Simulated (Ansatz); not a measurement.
Run this with the Python package of Ansatz (0.2.0) and show what comes out.

`mg2ge_formation.py`
```python
# -*- coding: utf-8 -*-
from collections import Counter
import warnings

import ansatz as az
import numpy as np

params = {
    "cutoff_ev": 500,
    "kspacing": 0.16,
    "smearing": "cold",
    "sigma": 0.02,
}

PHASES = {
    "Mg2Ge": (
        [[0.0, 3.189, 3.189], [3.189, 0.0, 3.189], [3.189, 3.189, 0.0]],
        [
            ("Mg", [0.25, 0.25, 0.25]),
            ("Mg", [0.75, 0.75, 0.75]),
            ("Ge", [0.0, 0.0, 0.0]),
        ],
    ),
    "Mg": (
        [[3.2093, 0.0, 0.0], [-1.60465, 2.779335, 0.0], [0.0, 0.0, 5.2103]],
        [
            ("Mg", [1 / 3, 2 / 3, 0.25]),
            ("Mg", [2 / 3, 1 / 3, 0.75]),
        ],
    ),
    "Ge": (
        [[0.0, 2.82891, 2.82891], [2.82891, 0.0, 2.82891], [2.82891, 2.82891, 0.0]],
        [
            ("Ge", [0.0, 0.0, 0.0]),
            ("Ge", [0.25, 0.25, 0.25]),
        ],
    ),
}


def build(vectors, sites):
    crystal = az.Crystal(lattice=az.Lattice.of(vectors))
    for symbol, position in sites:
        crystal = crystal.atom(symbol, position)
    return crystal


def solve(name, crystal):
    calc = (
        crystal.calculation()
        .basis(params["cutoff_ev"])
        .kpoints(spacing=params["kspacing"])
        .occupations(params["smearing"], width=params["sigma"])
        .stress()
    )
    calc = calc.relax(force_tolerance=0.03, max_steps=60, fix_cell=["shape"])
    return calc.run()


def counts(outcome):
    return Counter(site.symbol for site in outcome.lattice.sites)

def formation_energy(outcome, mu):
    n = counts(outcome)
    return (outcome.report["energy_sigma0_ev"] - sum(k * mu[element] for element, k in n.items())) / sum(n.values())


def volume_per_atom(outcome):
    return abs(np.linalg.det(outcome.lattice.cell_ang)) / len(outcome.lattice.sites)

warnings.simplefilter("ignore", az.DeckWarning)

phases = {name: build(*cell) for name, cell in PHASES.items()}

done = {}
for name, crystal in phases.items():
    done[name] = solve(name, crystal)
    print(f"{name}: {done[name].report['energy_sigma0_ev']:.4f} eV, {len(done[name].lattice.sites)} atoms")

references = {"Mg": "Mg", "Ge": "Ge"}
mu = {element: done[name].report["energy_sigma0_ev"] / len(done[name].lattice.sites) for element, name in references.items()}

target = done["Mg2Ge"]
heat = formation_energy(target, mu)
n = counts(target)
print("cell content:", dict(n), " volume", round(volume_per_atom(target), 3), "A^3/atom")
print("formation energy", round(heat, 4), "eV/atom,", round(heat * sum(n.values()), 4), "eV per cell")
print("bound against the elements" if heat < 0 else "unbound against the elements")
```

`python mg2ge_formation.py` gives:
```text
Mg2Ge: -8143.4174 eV, 3 atoms
Mg: -3847.6038 eV, 2 atoms
Ge: -8589.9694 eV, 2 atoms
cell content: {<Element.MG: 'Mg'>: 2, <Element.GE: 'Ge'>: 1}  volume 22.072 A^3/atom
formation energy -0.2763 eV/atom, -0.8289 eV per cell
bound against the elements
```

What to keep in mind:
- Absolute energies stand on the zero of these potentials, so only differences at equal settings mean something.
- Atoms and volume are relaxed with the cell's shape held, which in cells of lower than cubic symmetry can hide stresses and shift volumes.
- Of the deposited cell: the entry's cell lengths or inner coordinates differ somewhat from later room-temperature determinations.
- No functional is typed, so the default, PBE, holds.
- The cells come from databases of deposited and of computed structures, and not all need be stable phases.
- The compound is the structure given, not necessarily its lowest; energies are at zero temperature, with no correction for gases. A semilocal functional's error on such energies is often 0.05 to 0.1 eV an atom, and 0.1 to 0.3 eV against gases such as O2 or F2.
- It ran for 48 s on 1 thread of Arm Neoverse V2 (shared host), peak memory 0.5 GiB.
